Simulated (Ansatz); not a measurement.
Reaction (ligand exchange at the Si–C bond): `O=C(O)C[SiH3]` + `[CH3][Al]([F])[SH]` → `[CH3][Al]([F])[S][SiH3]` + acetic acid

Gas-phase electronic energies from Ansatz, PBE0-D4/def2-TZVP geometries. CCSD(T)/CBS adds triple-zeta CCSD(T) − MP2 to the extrapolated MP2 energy (def2 sets, frozen cores). One conformer a species, not always the lowest.

| species | CCSD(T)/CBS(def2) energy (Eh) |
| --- | --- |
| `O=C(O)C[SiH3]` | -519.15248 |
| `[CH3][Al]([F])[SH]` | -780.18144 |
| `[CH3][Al]([F])[S][SiH3]` | -1070.48468 |
| `CC(=O)O` | -228.87529 |

Question: Work out ΔE.

Answer: ΔE = (-1070.48468) + (-228.87529) − (-519.15248) − (-780.18144) = -0.02605 Eh = -68.4 kJ/mol.

Largest T1 diagnostic among the species: 0.015.
